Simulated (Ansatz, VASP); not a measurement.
# ZnSe in two plane-wave programs

One calculation is typed for both programs; each brings its own data sets. How far apart do they land? The structure shown is the end of the Ansatz relaxation below.

Main program and level: Ansatz 0.2.0; plane waves, with VASP 6.6.1 beside it; single point at PBEsol.

## (1) The starting structure

Symmetry: F-43m, No. 216, cubic system. Conventional cell: a = 5.633 Å, b = 5.633 Å, c = 5.633 Å, α = 90.00°, β = 90.00°, γ = 90.00°. Nearest to Se lie 4 Zn at 2.44 Å. Nearest to Zn lie 4 Se at 2.44 Å. Farther neighbours and most contacts between anions are not listed.

## (2) Ansatz: relaxation, PBEsol

Ansatz runs on its PAW soft_1 files.

This run makes the geometry at which the two programs are then compared.

Contents of input.yaml:

```yaml
crystal:
  lattice:
    - [3.983336, 0.0, 0.0]
    - [-1.991668, 3.4496701678, 0.0]
    - [0.0, 0.0, 9.757141]
  atoms:
    - { symbol: Se, position: [0.0, 0.0, 0.75] }
    - { symbol: Se, position: [0.3333333, 0.6666667, 0.0833333] }
    - { symbol: Se, position: [0.6666667, 0.3333333, 0.4166667] }
    - { symbol: Zn, position: [0.0, 0.0, 0.0] }
    - { symbol: Zn, position: [0.3333333, 0.6666667, 0.3333333] }
    - { symbol: Zn, position: [0.6666667, 0.3333333, 0.6666667] }
kpoints:
  mp_grid: { grid: [8, 8, 3] }
scf:
  occupations: { method: fermi_dirac, width: 0.02 }
hamiltonian:
  xc: pbesol
  pseudopotentials: { kind: paw, azcp: { folder: soft_1 }, xc_functional: pbe }
basis:
  ecutwfc: 600
output:
  forces: true
  stress: true
relax:
  f_tol: 0.005
  max_steps: 70
  cell: { stress_tol: 0.02, p_target: 0, fix: [a, b, alpha, beta, gamma] }
```

Run with:

```
$ ansatz run input.yaml --threads 4 --pin off --max-ram 18432MiB --backend cpu --events-out ev --progress --plain --runs-dir out
```

Numbers of over 12 decimals in the logs are rounded to 6 here.

Output:

```text
Engine: ansatz 0.2.0, aarch64-unknown-linux-gnu
Pseudopotentials: kind: paw
Pseudopotential: Se, paw, valence charge 16, recommended cutoff 420 eV (normal), soft_1/Se.paw.azcp
Pseudopotential: Zn, paw, valence charge 12, recommended cutoff 420 eV (normal), soft_1/Zn.paw.azcp
Functional definition: PBEsol
  exchange = pbesol_x
  correlation = pbesol_c
Crystal: 6 atoms, lattice volume = 134.075 Å³
Basis set: ecut = 600 eV, 4413 PW (Γ), exchange–correlation on 64×64×160 points (8 copies of the dense FFT grid, shifted against one another)
Bands: 51, of which v1, the nominal top of the filled ones, is band 42 counted from 1 (41 counted from 0)
Symmetry: 18 space group operations
Space group: F-43m (ITA 216), of the structure as read, at distance tolerance 5.1e-5 Å
k-points: 25 of 192 (time reversal used)
Non-local potential: Se, projectors of the file, l = 0: 2, l = 1: 2, l = 2: 3, l = 3: 1
Non-local potential: Zn, projectors of the file, l = 0: 2, l = 1: 2, l = 2: 3, l = 3: 1
PAW form: soft (Blöchl's): semilocal exchange-correlation on the pseudo side does not see the compensation charge
PAW frozen core: Se, regenerated for the run's functional, and the local potential with it (the file was generated under x = pbe(κ = 0.804, μ = 0.219515), c = pbe(β = 0.066725))
PAW frozen core: Zn, regenerated for the run's functional, and the local potential with it (the file was generated under x = pbe(κ = 0.804, μ = 0.219515), c = pbe(β = 0.066725))
PAW one-centre angular grid: Se, 590 points (default); XC on 64 Gauss nodes
PAW one-centre angular grid: Zn, 590 points (default); XC on 64 Gauss nodes
Initial density: superposition of atomic densities (chi_scale 0.1, normalization cell, long waves kept (reshape's long-wave potential 0.00 eV rms))
Initial wavefunctions: pseudopotential atomic-orbital guess
Functional: x = pbesol(κ = 0.804, μ = 0.123457), c = pbesol(β = 0.046)
SCF iter   1: F=—  HF=-26120.445345 eV  |F-HF|=—  |Δ(HF+E_count)|=         —  Δρ=6.09e-2  dr2=3.11e0  ethr=3.10e-3  ⟨swp⟩=7.0  Hψ=5311  notcnv=0
preconditioner: auto → Resta (q_TF=auto, 2.524 Å⁻¹)  ε∞=4.9  [insulator: Δε(μ)=1.153 eV  Ē_g=12.000 eV  σ=0.020 eV  W_gap=1.00  n_scr=36 (ndim 8)  ℏωp=23.6 eV  f_vac=0.049  D(μ)=0.00/eV (n_scr^D=0)  ε∞_Penn≈4.9]
SCF iter   2: F=—  HF=-26119.571690 eV  |F-HF|=—  |Δ(HF+E_count)|=   8.74e-1  Δρ=1.75e-2  dr2=2.89e-1  ethr=3.10e-3  ⟨swp⟩=2.2  Hψ=2207  notcnv=0  defer=97
SCF iter   3: F=—  HF=-26119.418339 eV  |F-HF|=—  |Δ(HF+E_count)|=   1.53e-1  Δρ=1.19e-2  dr2=1.38e-1  ethr=3.44e-4  ⟨swp⟩=2.0  Hψ=2203  notcnv=0  defer=97
SCF iter   4: F=—  HF=-26119.398790 eV  |F-HF|=—  |Δ(HF+E_count)|=   1.95e-2  Δρ=5.27e-3  dr2=2.13e-2  ethr=1.64e-4  ⟨swp⟩=2.5  Hψ=1933  notcnv=0  defer=97
SCF iter   5: F=—  HF=-26119.406059 eV  |F-HF|=—  |Δ(HF+E_count)|=   7.27e-3  Δρ=1.00e-3  dr2=1.62e-3  ethr=2.54e-5  ⟨swp⟩=2.0  Hψ=2278  notcnv=0  defer=97
SCF iter   6: F=—  HF=-26119.404513 eV  |F-HF|=—  |Δ(HF+E_count)|=   1.55e-3  Δρ=7.52e-4  dr2=4.70e-4  ethr=1.92e-6  ⟨swp⟩=2.0  Hψ=2257  notcnv=0  defer=97
SCF iter   7: F=—  HF=-26119.404786 eV  |F-HF|=—  |Δ(HF+E_count)|=   2.73e-4  Δρ=1.51e-4  dr2=4.51e-5  ethr=5.59e-7  ⟨swp⟩=2.0  Hψ=1768  notcnv=0  defer=97
SCF iter   8: F=—  HF=-26119.404857 eV  |F-HF|=—  |Δ(HF+E_count)|=   7.15e-5  Δρ=3.93e-5  dr2=1.73e-6  ethr=5.37e-8  ⟨swp⟩=2.0  Hψ=2228  notcnv=0  defer=97
SCF iter   9: F=-26119.404860 eV  HF=-26119.404860 eV  |F-HF|=2.34e-8  |Δ(HF+E_count)|=   3.15e-6  Δρ=5.79e-6  dr2=2.90e-8  ethr=1.19e-10  ⟨swp⟩=3.2  Hψ=4921  notcnv=0
SCF 1 converged in 9 iterations: F = -26119.404860 eV  dr2 = 2.90e-8
  greatest PAW one-centre occupation: 1.000 electrons in one spin orbital (limit 2), on the Se atom at site 2 (counted from 0), in its partial waves of l = 2
relax step   1: F+E_penalty+E_count = -26119.40486024 eV  Δ(F+E_penalty+E_count) = +0.000e0 eV  max|allowed force component| = 2.416e-4 eV/Å  Δτ_max = 0.0000 Å  P = +0.009 GPa  Ω = 134.075 Å³  fix = [a, b, alpha, beta, gamma]  reactions: a +0.013, b +0.013 GPa  (9 SCF iters, dr2 threshold 1.00e-7 eV, accepted)
Initial density: handed on by an earlier stage of this run
Initial wavefunctions: pseudopotential atomic-orbital guess (no wavefunctions were taken with the density)
iter 1 solved again at ethr=9.43e-8 eV; its pass at ethr=3.10e-3 eV (dr2=7.93e-5 eV) is discarded
SCF iter   1: F=—  HF=-26119.404830 eV  |F-HF|=—  |Δ(HF+E_count)|=         —  Δρ=5.67e-6  dr2=2.87e-8  ethr=9.43e-8  ⟨swp⟩=3.9  Hψ=9413  notcnv=0
preconditioner: auto → Resta (q_TF=auto, 2.524 Å⁻¹)  ε∞=5.5  [insulator: Δε(μ)=1.237 eV  Ē_g=11.156 eV  σ=0.020 eV  W_gap=1.00  n_scr=36 (ndim 8)  ℏωp=23.6 eV  f_vac=0.103  D(μ)=0.00/eV (n_scr^D=0)  ε∞_Penn≈5.5]
SCF iter   2: F=—  HF=-26119.404860 eV  |F-HF|=—  |Δ(HF+E_count)|=   2.99e-5  Δρ=2.94e-6  dr2=1.15e-8  ethr=3.41e-11  ⟨swp⟩=2.8  Hψ=2383  notcnv=0
SCF iter   3: F=—  HF=-26119.404860 eV  |F-HF|=—  |Δ(HF+E_count)|=   1.79e-8  Δρ=2.04e-6  dr2=5.03e-9  ethr=1.37e-11  ⟨swp⟩=2.0  Hψ=1766  notcnv=0
SCF iter   4: F=—  HF=-26119.404860 eV  |F-HF|=—  |Δ(HF+E_count)|=   1.12e-8  Δρ=1.28e-6  dr2=1.59e-9  ethr=5.99e-12  ⟨swp⟩=2.0  Hψ=1922  notcnv=0
SCF iter   5: F=—  HF=-26119.404860 eV  |F-HF|=—  |Δ(HF+E_count)|=  2.95e-10  Δρ=2.89e-7  dr2=2.12e-10  ethr=1.89e-12  ⟨swp⟩=2.0  Hψ=1875  notcnv=0
SCF iter   6: F=-26119.404860 eV  HF=-26119.404860 eV  |F-HF|=0.00e0  |Δ(HF+E_count)|=  1.56e-10  Δρ=7.80e-8  dr2=3.56e-12  ethr=1.00e-12  ⟨swp⟩=5.0  Hψ=6291  notcnv=0
SCF 2 converged in 6 iterations: F = -26119.404860 eV  dr2 = 3.56e-12
relax step   2: F+E_penalty+E_count = -26119.40486026 eV  Δ(F+E_penalty+E_count) = -2.222e-8 eV  max|allowed force component| = 2.425e-4 eV/Å  Δτ_max = 0.0000 Å  P = +0.009 GPa  Ω = 134.075 Å³  fix = [a, b, alpha, beta, gamma]  reactions: a +0.013, b +0.013 GPa  stress off target by 2.16e-3 GPa on what of the cell is left free  SCF on the basis re-selected at this cell (its energy is not comparable with the rows above)  (6 SCF iters)
basis re-selected at this cell: Δ(F+E_penalty+E_count) = -2.222e-8 eV, ΔP = +0.000 GPa vs the last step (what re-selecting the basis moved, of the pressure what is left beyond the Pulay correction that the steps carried, after the strain that the cell walked since its last selection, with what the two solves' SCF thresholds leave and, on support functions, any second-order correction that the steps lacked; it is no m [...]
SCF converged after 6 iterations
Free energy (F): -26119.404860 eV
Harris-Foulkes:  -26119.404860 eV  (|F-HF|=0.00e0)
Internal energy: -26119.404860 eV  (E = F + TS)
E sigma→0 (E₀):  -26119.404860 eV
Fermi energy:    7.285085 eV
--- Per-component energies (eV) ---
  E_band       = -1162.456797
  E_kinetic    = 775.740902
  E_local      = -14445.877851  (includes V_loc(G=0)·N_el)
  E_nonlocal   = 1408.282186
  E_hartree    = 6677.697649
  E_xc         = -486.732265
  E_vxc        = -424.799613  (∫ρ·V_xc dr)
  E_paw        = -11841.384909  (= ΣΔE_a)
  E_vpaw       = -1831.197720  (= ΣTr[D̂ρ^β])
  E_aug_tail   = 0.000020  (compensation charges beyond the density's cutoff)
  E_ewald      = -8212.548015
  E_core_change = 5.417423  (= ΣΔE_core)
  E_smearing   = -0.000000  (= −TS)
  E_closure    = 0.000000  (closes the sum)
  Σ components = -26119.404860   (vs F -26119.404860, Δ=0.00e0)
--- Forces (eV/Å), atoms counted from 1 ---
  atom   1  Se     0.00000000     0.00000000     0.00024241
  atom   2  Se     0.00000000     0.00000000     0.00024241
  atom   3  Se     0.00000000    -0.00000000     0.00024241
  atom   4  Zn     0.00000000     0.00000000    -0.00024250
  atom   5  Zn    -0.00000000    -0.00000000    -0.00024250
  atom   6  Zn     0.00000000     0.00000000    -0.00024250
  max |Σ_I F_I| component: 2.48e-7 eV/Å
--- Stress (GPa, compression-positive) ---
        0.012966      -0.000000      -0.000000
        0.000000       0.012966       0.000000
        0.000000       0.000000       0.002155
  P = ⅓ Tr σ = 0.0094 GPa (0.094 kbar)
--- Relaxed structure (1 steps of the walk, 1 accepted, 1 SCFs on fresh bases) ---
  F+E_penalty+E_count = -26119.40486026 eV   max|allowed force component| = 2.425e-4 eV/Å   (the final SCF, on the basis selected at the relaxed cell)
  cell:  # Å, volume = 134.0748 Å³
    - [3.983336, 0.0, 0.0]
    - [-1.991668, 3.449670, 0.0]
    - [0.0, 0.0, 9.757141]
  atoms:
    - { symbol: Se, position: [0.0, 0.0, 0.750000] }
    - { symbol: Se, position: [0.333333, 0.666667, 0.083333] }
    - { symbol: Se, position: [0.666667, 0.333333, 0.416667] }
    - { symbol: Zn, position: [0.0, 0.0, 0.0] }
    - { symbol: Zn, position: [0.333333, 0.666667, 0.333333] }
    - { symbol: Zn, position: [0.666667, 0.333333, 0.666667] }
```

## (3) VASP: single point, PBEsol, pair 1

The same cell, functional, mesh and smearing now go to VASP, with its own data sets.

Lines of VASP's logs that name or quote its potential files are left out, and so is its time.

Contents of INCAR:

```
SYSTEM = ZnSe
PREC = Accurate
ENCUT = 500
EDIFF = 1E-06
NELM = 120
ISMEAR = -1
SIGMA = 0.02
LREAL = .FALSE.
ALGO = Normal
GGA = PS
NBANDS = 33
LORBIT = 11
LWAVE = .FALSE.
LCHARG = .FALSE.
ISIF = 2
LASPH = .TRUE.
GGA_COMPAT = .FALSE.
EFERMI = MIDGAP
KPAR = 2
```

Contents of POSCAR:

```
ZnSe
1.0
    3.9833360000      0.0000000000      0.0000000000
   -1.9916680000      3.4496701678      0.0000000000
    0.0000000000      0.0000000000      9.7571410000
Se Zn
3 3
Direct
    0.0000000000      0.0000000000      0.7500000000
    0.3333333333      0.6666666667      0.0833333333
    0.6666666667      0.3333333333      0.4166666667
    0.0000000000      0.0000000000      0.0000000000
    0.3333333333      0.6666666667      0.3333333333
    0.6666666667      0.3333333333      0.6666666667
```

Contents of KPOINTS:

```
Automatic mesh
0
Gamma
8 8 3
0 0 0
```

PAW data sets: Se and Zn (PBE family, release 64).

Run with:

```
$ mpirun -np 2 vasp_std
```

Output:

```text
[banner, memory and clock lines left out]
running    2 mpi-ranks, on    1 nodes
 distrk:  each k-point on    1 cores,    2 groups
 distr:  one band on    1 cores,    1 groups

 POSCAR found type information on POSCAR SeZn
 POSCAR found :  2 types and       6 ions
|                                                                             |
|               ----> ADVICE to this user running VASP <----                  |
|                                                                             |
|     You enforced a specific xc type in the INCAR file but a different       |
|     [... a line on the potential file left out ...]
|     I HOPE YOU KNOW WHAT YOU ARE DOING!                                     |
|                                                                             |

 LDA part: xc-table for (Slater+PW92), standard interpolation
 POSCAR, INCAR and KPOINTS ok, starting setup
 FFT: planning ... GRIDC
 FFT: planning ... GRID_SOFT
 FFT: planning ... GRID
 WAVECAR not read
 entering main loop
       N       E                     dE             d eps       ncg     rms          rms(c)
DAV:   1     0.377486793236E+03    0.37749E+03   -0.24853E+04  1650   0.184E+03
DAV:   2     0.186082166946E+02   -0.35888E+03   -0.34926E+03  1690   0.392E+02
DAV:   3    -0.202328797107E+02   -0.38841E+02   -0.38466E+02  1945   0.128E+02
DAV:   4    -0.212259468530E+02   -0.99307E+00   -0.99128E+00  1879   0.204E+01
DAV:   5    -0.212347772095E+02   -0.88304E-02   -0.88267E-02  2012   0.190E+00    0.837E+00
DAV:   6    -0.203361837130E+02    0.89859E+00   -0.26452E+00  2103   0.397E+01    0.648E+00
DAV:   7    -0.203295856053E+02    0.65981E-02   -0.16066E+00  1779   0.653E+00    0.255E+00
DAV:   8    -0.203215839000E+02    0.80017E-02   -0.44447E-02  2118   0.280E+00    0.637E-01
DAV:   9    -0.203200506415E+02    0.15333E-02   -0.14371E-02  2035   0.193E+00    0.131E-01
DAV:  10    -0.203199736932E+02    0.76948E-04   -0.12283E-03  2059   0.412E-01    0.781E-02
DAV:  11    -0.203200924164E+02   -0.11872E-03   -0.53534E-04  2113   0.221E-01    0.232E-02
DAV:  12    -0.203200806599E+02    0.11757E-04   -0.20395E-04  2149   0.206E-01    0.745E-03
DAV:  13    -0.203200839702E+02   -0.33103E-05   -0.22819E-05  1859   0.261E-02    0.524E-03
DAV:  14    -0.203200828658E+02    0.11045E-05   -0.43559E-06  1652   0.262E-02    0.101E-03
DAV:  15    -0.203200830510E+02   -0.18527E-06   -0.12605E-06   926   0.609E-03
   1 F= -.20320083E+02 E0= -.20320083E+02  d E =-.843131E-15
```

Parts of OUTCAR (step 3):

```text
ion  position               nearest neighbor table
   1  0.000  0.000  0.750-   6 2.44   6 2.44   6 2.44   4 2.44
   2  0.333  0.667  0.083-   4 2.44   4 2.44   4 2.44   5 2.44
   3  0.667  0.333  0.417-   5 2.44   5 2.44   5 2.44   6 2.44
   4  0.000  0.000  0.000-   2 2.44   2 2.44   2 2.44   1 2.44
   5  0.333  0.667  0.333-   3 2.44   3 2.44   3 2.44   2 2.44
   6  0.667  0.333  0.667-   1 2.44   1 2.44   1 2.44   3 2.44

  LATTYP: Found a hexagonal cell.
 ALAT       =     3.9833360000
 C/A-ratio  =     2.4494898246

 Subroutine GETGRP returns: Found  6 space group operations
 (whereof  6 operations were pure point group operations)

The static configuration has the point symmetry C_3v.

 Found     25 irreducible k-points:

   k-points           NKPTS =     25   k-points in BZ     NKDIM =     25   number of bands    NBANDS=     33

   dimension x,y,z NGX =    30 NGY =   30 NGZ =   72
   dimension x,y,z NGXF=    60 NGYF=   60 NGZF=  144

   ENCUT  =  500.0 eV  36.75 Ry    6.06 a.u.   7.26  7.26 17.79*2*pi/ulx,y,z

   NELECT =      54.0000    total number of electrons

 k-points in reciprocal lattice and weights: Automatic mesh
   0.00000000  0.00000000  0.00000000       0.005
   0.12500000 -0.00000000  0.00000000       0.031
   0.25000000 -0.00000000  0.00000000       0.031
   0.37500000 -0.00000000  0.00000000       0.031
   0.50000000 -0.00000000  0.00000000       0.016
   0.12500000  0.12500000  0.00000000       0.031
   0.25000000  0.12500000  0.00000000       0.062
   0.37500000  0.12500000  0.00000000       0.062
   0.25000000  0.25000000  0.00000000       0.031
[...]
0.25000000  0.25000000  0.33333333       0.062
   0.37500000  0.25000000  0.33333333       0.062

 average (electrostatic) potential at core
       1 -55.8175       2 -55.8175       3 -55.8175       4 -36.8189       5 -36.8189
       6 -36.8189

 E-fermi :   2.2673

 k-point     1 :       0.0000    0.0000    0.0000
  band No.  band energies     occupation
    ...
     23       0.9367      2.00000
     24       0.9367      2.00000
     25       1.6455      2.00000
     26       1.6455      2.00000
     27       1.6456      2.00000
     28       2.8891      0.00000
     29       4.2659      0.00000
     30       4.2659      0.00000
     31       7.3711      0.00000
     32       7.3711      0.00000
    ...

 k-point     2 :       0.1250   -0.0000    0.0000
  band No.  band energies     occupation
    ...
     23       0.4365      2.00000
     24       0.5313      2.00000
     25       0.9633      2.00000
     26       1.4204      2.00000
     27       1.4969      2.00000
     28       3.8943      0.00000
     29       5.0372      0.00000
     30       5.0667      0.00000
     31       7.1181      0.00000
     32       7.3093      0.00000
    ...

 k-point     3 :       0.2500   -0.0000    0.0000
  band No.  band energies     occupation
    ...
     23      -0.4629      2.00000
     24      -0.0229      2.00000
     25       0.6973      2.00000
     26       0.9477      2.00000
     27       1.0562      2.00000
     28       4.7321      0.00000
     29       5.2834      0.00000
     30       5.7600      0.00000
     31       6.4031      0.00000
     32       7.0809      0.00000
    ...

  Total        0.2237635      0.2237635      0.2071503      0.0000000      0.0000000      0.0000000
  in kB        2.6739464      2.6739464      2.4754214      0.0000000      0.0000000      0.0000000
  external PRESSURE =       2.6077714 kB  Pullay stress =       0.0000000 kB

  energy-cutoff  :      500.00
  volume of cell :      134.07
      direct lattice vectors                 reciprocal lattice vectors
     3.983336000  0.000000000  0.000000000     0.251045857  0.144941393  0.000000000
    -1.991668000  3.449670168  0.000000000     0.000000000  0.289882786  0.000000000
     0.000000000  0.000000000  9.757141000     0.000000000  0.000000000  0.102489039

 POSITION                                       TOTAL-FORCE (eV/Angst)
 -----------------------------------------------------------------------------------
      0.00000      0.00000      7.31786         0.000000     -0.000000      0.000277
     -0.00000      2.29978      0.81310        -0.000000      0.000000      0.000277
      1.99167      1.14989      4.06548         0.000000     -0.000000      0.000277
      0.00000      0.00000      0.00000        -0.000000     -0.000000     -0.000277
     -0.00000      2.29978      3.25238        -0.000000      0.000000     -0.000277
      1.99167      1.14989      6.50476        -0.000000     -0.000000     -0.000277
 -----------------------------------------------------------------------------------
    total drift:                                0.000001      0.000001     -0.000218

  FREE ENERGIE OF THE ION-ELECTRON SYSTEM (eV)
  ---------------------------------------------------
  free  energy   TOTEN  =       -20.3200830510 eV

  energy  without entropy=      -20.3200830510  energy(sigma->0) =      -20.32008305

 total charge
# of ion       s       p       d       tot
------------------------------------------
    1        1.437   2.421   0.032   3.891
    2        1.437   2.421   0.032   3.891
    3        1.437   2.421   0.032   3.891
    4        0.542   0.465   9.786  10.793
    5        0.542   0.465   9.786  10.793
    6        0.542   0.465   9.786  10.793
--------------------------------------------------
tot          5.938   8.659  29.454  44.051

[... 3 further parts left out ...]
```

The run ends at a pressure of 0.26 GPa, with forces up to 2.8e-4 eV/Å.

## (4) Side by side

Known differences besides the potentials themselves: the data sets hold 84 valence electrons in Ansatz (on its PAW soft_1 files) and 54 in VASP; the cutoff is 600 eV in Ansatz and 500 eV in VASP; Ansatz makes its cores anew for this functional, VASP keeps those of its PBE data sets; Ansatz's pressure holds a Pulay correction, VASP's none. Total energies have different zeros and are not compared.

The two programs side by side:

| quantity | Ansatz | VASP | difference |
| --- | --- | --- | --- |
| pressure (GPa) | 0.01 | 0.26 | -0.25 |
| gap on the k mesh (eV) | 1.237 | 1.244 | -0.007 |

A gap on the mesh is an upper bound, since the band edges may lie between its points.

## (5) Ansatz: relaxation, PBEsol

This run makes the geometry at which the two programs are then compared. The cell compared in this pair holds 128.72 Å³, against 134.07 Å³ for the pair before.

The structure compared here is the end of the Ansatz relaxation.

input.yaml: that of step 2 with these lines changed.

```diff
@@ -2,5 +2,5 @@
   lattice:
-    - [3.983336, 0.0, 0.0]
-    - [-1.991668, 3.4496701678, 0.0]
-    - [0.0, 0.0, 9.757141]
+    - [3.86383592, 0.0, 0.0]
+    - [-1.93191796, 3.3461800628, 0.0]
+    - [0.0, 0.0, 9.932769538]
   atoms:
@@ -24,2 +24,6 @@
   stress: true
+  write_density: true
+  write_potential: true
+  elf: true
+  volumetric_format: npy
 relax:
```

Run with:

```
$ ansatz run input.yaml --threads 4 --pin off --max-ram 18432MiB --backend cpu --events-out ev --progress --plain --runs-dir out
```

Output:

```text
[...]
Crystal: 6 atoms, lattice volume = 128.422 Å³
Basis set: ecut = 600 eV, 4317 PW (Γ), exchange–correlation on 64×64×160 points (8 copies of the dense FFT grid, shifted against one another)
Bands: 51, of which v1, the nominal top of the filled ones, is band 42 counted from 1 (41 counted from 0)
Symmetry: 18 space group operations
[...]
- [-1.931918, 3.346180, 0]
    - [0, 0, 9.955941]
  atoms:
    - { symbol: Se, position: [1.2142885215891473e-18, 3.469395775968992e-19, 0.753158] }
    - { symbol: Se, position: [0.333333, 0.666667, 0.086492] }
    - { symbol: Se, position: [0.666667, 0.333333, 0.419825] }
    - { symbol: Zn, position: [-1.2142885215891473e-18, -3.4693957759689944e-19, -0.00315823] }
    - { symbol: Zn, position: [0.333333, 0.666667, 0.330175] }
    - { symbol: Zn, position: [0.666667, 0.333333, 0.663508] }
[key lines of the parts left out:]
SCF converged after 6 iterations
Free energy (F): -26119.300251 eV
Fermi energy:    7.968758 eV
P = ⅓ Tr σ = 2.8679 GPa (28.679 kbar)
```

(Part 1 of 2 ends here.)

[Lines on the potential files, build, host, timing and source positions are cut from VASP's logs without a mark.]

[Logs are printed without paths, hosts, clocks, repeated set-up lines and the standing remarks that a program may print on its own settings, such as how far it seeks lower states.]

[Hosts, paths, dates, database ids (printed as entryN), source tags and the programs' standing remarks are cut or masked in the printed files.]
